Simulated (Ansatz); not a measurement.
## Gd: equation of state with PBE

Crystal: Gd.

```xyz
3
Lattice="1.8249 1.0536 8.9024 -1.8249 1.0536 8.9024 0.0000 -2.1072 8.9024" Properties=species:S:1:pos:R:3 pbc="T T T"
Gd    0.0000    0.0000   20.7538
Gd    0.0000    0.0000    5.9533
Gd    0.0000    0.0000    0.0000
```

This isn't the form of Gd at room conditions, which is hcp.

* Program: Ansatz 0.2.0
* Task: equation of state
* Functional: PBE
* Potentials or basis: Ansatz PAW
* Cutoff: 420 eV
* Density cutoff: 1680 eV
* k mesh: 9 × 9 × 9
* Occupations: fermi-dirac, width 0.05 eV
* Spin: collinear spin, ferromagnetic start
* Starting moments: [7.0, 7.0, 7.0] μB

- Equilibrium volume: 33.46 Å³/atom (rough: see the caveat)
- Bulk modulus at fixed shape and positions: 27 GPa (rough)

Energy against volume, from the lowest point:
```
volume (Å³/atom)  energy (meV/atom)
          32.178               4.32
          32.863               0.88
          33.547               0.00
          34.232               1.47
          34.917               5.17
          35.601              11.00
          36.286              18.85
```

All runs of the series together: 6.2 min on 2 threads of Arm Neoverse V1, with other jobs on the host.

Caveat: the fit is doubtful: noisy points or a state that changes with volume; the cell was scaled at fixed shape and fractional positions, which overstates the stiffness of a crystal with free parameters, most of all of layers and chains. The state reached can hang on the start; a lower one may exist.
